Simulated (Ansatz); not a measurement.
**Ionic part of the dielectric constant of ZrS$_{2}$, mode by mode**

The calculation used DFT PBEsol, scalar-relativistic, plane waves, PAW (Ansatz). Settings: 420 eV plane-wave cutoff, Γ-centred 12×12×6 mesh, fixed occupations. No spin polarisation. Phonons by linear response, acoustic sum rule imposed.

Symmetry: P-3m1, No. 164, trigonal system. Conventional cell: a = 3.627 Å, b = 3.627 Å, c = 5.887 Å, α = 90.00°, β = 90.00°, γ = 120.00°. Around Zr (site symmetry -3m) lie 6 S at 2.55 Å. S (site symmetry 3m) has 3 Zr at 2.55 Å as nearest neighbours.

The primitive cell has V = 67.09 Å³ and ε∞,yy = 11.952. Each polar mode adds Δε = (4.92064×10⁷/V)·S/ν² along y, with S its oscillator strength in e²/amu, ν in cm⁻¹ and V in Å³.

Problem. From these modes, find each Δε and ε0,yy.
| ν (cm⁻¹) | S_yy (e²/amu) |
| --- | --- |
| 159.2 | 1.301 |

Solution.
```tsv
ν (cm⁻¹)	Δε
159.2	37.63
```

The sum is 37.630, so ε0,yy = 49.58; the run's tensor has 49.58.

Problem. Where do the longitudinal modes lie for a wave vector along y?

Solution. At 324 cm⁻¹. The Lyddane–Sachs–Teller product Π(ν_LO/ν_TO)² = 4.15 matches ε0/ε∞ = 4.15.

Cost: 1 run of about 1.9 core-minutes, on AMD EPYC 9R45 (Zen 5) (shared hosts).

The in-plane static response of ZrS₂ is dominated by the lattice: a single polar mode at 159.2 cm⁻¹ adds 37.63 to an electronic part of 11.952. In this mode the Zr sublattice moves against the sulfur layers within the plane. Its large oscillator strength probably reflects dynamical charges well above the static ones, because the displacement modulates the mixing between filled S 3p and formally empty Zr 4d states and so drives charge along the bonds. The low frequency amplifies the effect, since the contribution scales with the inverse square of ν. The same strong dipole coupling lifts the longitudinal mode to 324 cm⁻¹.

Infrared measurements place the transverse mode higher and both permittivities lower. The likely cause is the semilocal functional, whose too small gap exaggerates electronic polarisability and p–d charge transfer, which would also soften the mode. The Lyddane–Sachs–Teller agreement confirms internal consistency, not the accuracy of the frequency. Trigonal symmetry makes the response isotropic within the layer, but nothing here fixes its value along the stacking axis.
